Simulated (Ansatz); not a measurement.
**Where the states of Si2Mo lie**

```cif
data_structure
_symmetry_space_group_name_H-M 'P 1'
_symmetry_Int_Tables_number 1
_cell_length_a 4.5353
_cell_length_b 4.5353
_cell_length_c 4.5353
_cell_angle_alpha 138.684
_cell_angle_beta 138.684
_cell_angle_gamma 59.857
_cell_volume 40.25
loop_
_atom_site_label
_atom_site_type_symbol
_atom_site_fract_x
_atom_site_fract_y
_atom_site_fract_z
_atom_site_occupancy
Si1 Si 0.33300 0.33300 0.00000 1
Si2 Si 0.66700 0.66700 0.00000 1
Mo1 Mo 0.00000 0.00000 0.00000 1
```

The runs use the primitive cell with vectors (-1.600, 1.600, 3.930), (1.600, -1.600, 3.930), (1.600, 1.600, -3.930) Å, to which the k mesh refers.

The cell is COD entry 1010282, as deposited and not checked against the literature; nothing was relaxed. It is an old determination, and later ones may differ.

These are results of Ansatz 0.2.0, DFT, PBE, all-electron LAPW, scalar-relativistic, not measurements.

The runs use a Γ-centred 16×16×16 k mesh, Fermi–Dirac smearing of 0.08 eV, basis error target 1 meV/atom, no spin polarisation.

States per eV and cell, averaged over 0.4 eV, from -13.0 to 2.8 eV, with energies (bin centres) from the Fermi level; empty bins are left out. The partial columns, the largest 5 alone, are projections on Löwdin-orthogonalised atomic shells (those that the program's projection atoms carry: the occupied ones and, for some elements, an empty d or f shell; other empty shells have no column), summed over atoms of an element. Weights on diffuse s and p shells depend on that basis and aren't pure angular character.

```json
{"E (eV)": "-12.9", "total": "0.19", "Mo 4d": "0.00", "Si 3p": "0.02", "Si 3s": "0.09", "Mo 5s": "0.07", "Mo 4p": "0.00"}
{"E (eV)": "-12.5", "total": "0.27", "Mo 4d": "0.00", "Si 3p": "0.05", "Si 3s": "0.13", "Mo 5s": "0.07", "Mo 4p": "0.00"}
{"E (eV)": "-12.1", "total": "0.34", "Mo 4d": "0.01", "Si 3p": "0.08", "Si 3s": "0.17", "Mo 5s": "0.07", "Mo 4p": "0.00"}
{"E (eV)": "-11.7", "total": "0.45", "Mo 4d": "0.01", "Si 3p": "0.12", "Si 3s": "0.23", "Mo 5s": "0.06", "Mo 4p": "0.01"}
{"E (eV)": "-11.3", "total": "0.50", "Mo 4d": "0.03", "Si 3p": "0.15", "Si 3s": "0.26", "Mo 5s": "0.05", "Mo 4p": "0.01"}
{"E (eV)": "-10.9", "total": "0.52", "Mo 4d": "0.04", "Si 3p": "0.17", "Si 3s": "0.26", "Mo 5s": "0.04", "Mo 4p": "0.01"}
{"E (eV)": "-10.5", "total": "0.54", "Mo 4d": "0.05", "Si 3p": "0.18", "Si 3s": "0.26", "Mo 5s": "0.03", "Mo 4p": "0.01"}
{"E (eV)": "-10.1", "total": "0.58", "Mo 4d": "0.07", "Si 3p": "0.19", "Si 3s": "0.28", "Mo 5s": "0.02", "Mo 4p": "0.01"}
{"E (eV)": "-9.7", "total": "0.74", "Mo 4d": "0.11", "Si 3p": "0.24", "Si 3s": "0.35", "Mo 5s": "0.03", "Mo 4p": "0.01"}
{"E (eV)": "-9.3", "total": "0.77", "Mo 4d": "0.15", "Si 3p": "0.21", "Si 3s": "0.36", "Mo 5s": "0.03", "Mo 4p": "0.01"}
{"E (eV)": "-8.9", "total": "0.96", "Mo 4d": "0.20", "Si 3p": "0.27", "Si 3s": "0.44", "Mo 5s": "0.03", "Mo 4p": "0.01"}
{"E (eV)": "-8.5", "total": "1.00", "Mo 4d": "0.19", "Si 3p": "0.32", "Si 3s": "0.44", "Mo 5s": "0.03", "Mo 4p": "0.01"}
{"E (eV)": "-8.1", "total": "0.80", "Mo 4d": "0.18", "Si 3p": "0.27", "Si 3s": "0.31", "Mo 5s": "0.02", "Mo 4p": "0.01"}
{"E (eV)": "-7.7", "total": "0.67", "Mo 4d": "0.17", "Si 3p": "0.23", "Si 3s": "0.24", "Mo 5s": "0.01", "Mo 4p": "0.01"}
{"E (eV)": "-7.3", "total": "0.56", "Mo 4d": "0.16", "Si 3p": "0.20", "Si 3s": "0.18", "Mo 5s": "0.01", "Mo 4p": "0.00"}
{"E (eV)": "-6.9", "total": "0.49", "Mo 4d": "0.14", "Si 3p": "0.20", "Si 3s": "0.13", "Mo 5s": "0.01", "Mo 4p": "0.00"}
{"E (eV)": "-6.5", "total": "0.50", "Mo 4d": "0.13", "Si 3p": "0.26", "Si 3s": "0.08", "Mo 5s": "0.02", "Mo 4p": "0.00"}
{"E (eV)": "-6.1", "total": "1.23", "Mo 4d": "0.30", "Si 3p": "0.79", "Si 3s": "0.07", "Mo 5s": "0.04", "Mo 4p": "0.01"}
{"E (eV)": "-5.7", "total": "1.19", "Mo 4d": "0.27", "Si 3p": "0.81", "Si 3s": "0.05", "Mo 5s": "0.04", "Mo 4p": "0.01"}
{"E (eV)": "-5.3", "total": "1.18", "Mo 4d": "0.30", "Si 3p": "0.74", "Si 3s": "0.08", "Mo 5s": "0.03", "Mo 4p": "0.01"}
{"E (eV)": "-4.9", "total": "0.88", "Mo 4d": "0.25", "Si 3p": "0.47", "Si 3s": "0.12", "Mo 5s": "0.02", "Mo 4p": "0.01"}
{"E (eV)": "-4.5", "total": "0.74", "Mo 4d": "0.24", "Si 3p": "0.34", "Si 3s": "0.12", "Mo 5s": "0.02", "Mo 4p": "0.00"}
{"E (eV)": "-4.1", "total": "1.10", "Mo 4d": "0.42", "Si 3p": "0.45", "Si 3s": "0.15", "Mo 5s": "0.05", "Mo 4p": "0.01"}
{"E (eV)": "-3.7", "total": "1.73", "Mo 4d": "0.79", "Si 3p": "0.62", "Si 3s": "0.19", "Mo 5s": "0.07", "Mo 4p": "0.01"}
{"E (eV)": "-3.3", "total": "1.46", "Mo 4d": "0.74", "Si 3p": "0.50", "Si 3s": "0.13", "Mo 5s": "0.04", "Mo 4p": "0.01"}
{"E (eV)": "-2.9", "total": "2.40", "Mo 4d": "1.34", "Si 3p": "0.79", "Si 3s": "0.17", "Mo 5s": "0.04", "Mo 4p": "0.01"}
{"E (eV)": "-2.5", "total": "3.89", "Mo 4d": "2.29", "Si 3p": "1.32", "Si 3s": "0.15", "Mo 5s": "0.03", "Mo 4p": "0.02"}
{"E (eV)": "-2.1", "total": "4.17", "Mo 4d": "2.28", "Si 3p": "1.62", "Si 3s": "0.13", "Mo 5s": "0.02", "Mo 4p": "0.03"}
{"E (eV)": "-1.7", "total": "1.94", "Mo 4d": "0.98", "Si 3p": "0.81", "Si 3s": "0.07", "Mo 5s": "0.01", "Mo 4p": "0.01"}
{"E (eV)": "-1.3", "total": "1.16", "Mo 4d": "0.75", "Si 3p": "0.33", "Si 3s": "0.04", "Mo 5s": "0.00", "Mo 4p": "0.00"}
{"E (eV)": "-0.9", "total": "0.97", "Mo 4d": "0.76", "Si 3p": "0.15", "Si 3s": "0.02", "Mo 5s": "0.00", "Mo 4p": "0.00"}
{"E (eV)": "-0.5", "total": "0.81", "Mo 4d": "0.71", "Si 3p": "0.08", "Si 3s": "0.00", "Mo 5s": "0.00", "Mo 4p": "0.00"}
{"E (eV)": "-0.1", "total": "0.25", "Mo 4d": "0.17", "Si 3p": "0.07", "Si 3s": "0.00", "Mo 5s": "0.00", "Mo 4p": "0.00"}
{"E (eV)": "0.3", "total": "0.43", "Mo 4d": "0.26", "Si 3p": "0.11", "Si 3s": "0.05", "Mo 5s": "0.00", "Mo 4p": "0.00"}
{"E (eV)": "0.7", "total": "0.77", "Mo 4d": "0.41", "Si 3p": "0.21", "Si 3s": "0.12", "Mo 5s": "0.00", "Mo 4p": "0.00"}
{"E (eV)": "1.1", "total": "0.95", "Mo 4d": "0.51", "Si 3p": "0.27", "Si 3s": "0.12", "Mo 5s": "0.01", "Mo 4p": "0.00"}
{"E (eV)": "1.5", "total": "1.50", "Mo 4d": "0.82", "Si 3p": "0.39", "Si 3s": "0.20", "Mo 5s": "0.01", "Mo 4p": "0.00"}
{"E (eV)": "1.9", "total": "2.36", "Mo 4d": "1.41", "Si 3p": "0.51", "Si 3s": "0.30", "Mo 5s": "0.02", "Mo 4p": "0.00"}
{"E (eV)": "2.3", "total": "2.52", "Mo 4d": "1.36", "Si 3p": "0.57", "Si 3s": "0.44", "Mo 5s": "0.03", "Mo 4p": "0.00"}
{"E (eV)": "2.7", "total": "1.52", "Mo 4d": "0.60", "Si 3p": "0.50", "Si 3s": "0.29", "Mo 5s": "0.04", "Mo 4p": "0.00"}
```

Task: Which of the resolved shells contributes most within 0.3 eV of the Fermi level?

Result: Mo 4d, with 68 % of all states there; Si 3p follows with 29 %.

Task: Where is the centre of the filled Mo 4d states between -14 eV and the top of the filled states?

Result: -3.28 eV from the Fermi level.
